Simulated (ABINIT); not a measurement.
Wanted: the native input for an ABINIT 10.8.3 (patched build) run.

```
Task                : equation of state
Functional          : LDA-PZ
Potentials or basis : JTH PAW LDA v2.0
Cutoff              : 463 eV
k mesh              : 10 × 10 × 5
Occupations         : fermi-dirac, width 0.05 eV
Spin                : no spin polarisation
Fine-grid cutoff    : 925.187 eV
```

The system is Hf.

```
Hf
1.0
     3.19670    0.00000    0.00000
    -1.59835    2.76842    0.00000
     0.00000    0.00000    5.05780
Hf
2
Direct
  0.66667 0.33333 0.75000
  0.33333 0.66667 0.25000
```

The input as run:

run.abi

```
# Datasets: one volume each
ndtset 7
getwfk -1
scalecart1 3*0.9795861087
scalecart2 3*0.9864848297
scalecart3 3*0.9932883884
scalecart4 3*1.0000000000
scalecart5 3*1.0066227096
scalecart6 3*1.0131594038
scalecart7 3*1.0196128224

# Pseudopotentials
pp_dirpath "./"
pseudos "Hf.LDA_PW-JTH.xml"

# Structure
acell 6.0408875026 6.0408875026 9.5578567931
rprim
     1.0000000000     0.0000000000     0.0000000000
    -0.5000000000     0.8660254038     0.0000000000
     0.0000000000     0.0000000000     1.0000000000
ntypat 1
znucl 72
natom 2
typat 1 1
xred
     0.6666666667     0.3333333333     0.7500000000
     0.3333333333     0.6666666667     0.2500000000

# Plane-wave basis
ecut 17.0
pawecutdg 34.0

# k points
kptopt 1
ngkpt 10 10 5
nshiftk 1
shiftk 0.0 0.0 0.0

# Exchange and correlation
ixc 2

# Bands and occupations
nband 16
occopt 3
tsmear 0.05 eV

# SCF cycle
nstep 100
tolvrs 1.0e-9

# Output
iomode 3
prtwf 1
prtden 0
prteig 0
prtebands 0
enunit 2
```

Potentials or basis: JTH PAW LDA v2.0.

Launch:

```bash
$ abinit run.abi > log 2>&1
```

Results of the run:

The equilibrium volume is 20.82 Å³/atom (rough: see the caveat) and the bulk modulus at fixed shape and positions is 120 GPa (rough).

Caveat: pressures at fixed basis lie under the slope of the energies; the minimum lies outside the volumes run; the cell was scaled at fixed shape and fractional positions, which overstates the stiffness of a crystal with free parameters, most of all of layers and chains.

Run time: 95 s on 1 thread of Arm Neoverse V1, on a shared host, peak memory 0.15 GiB.
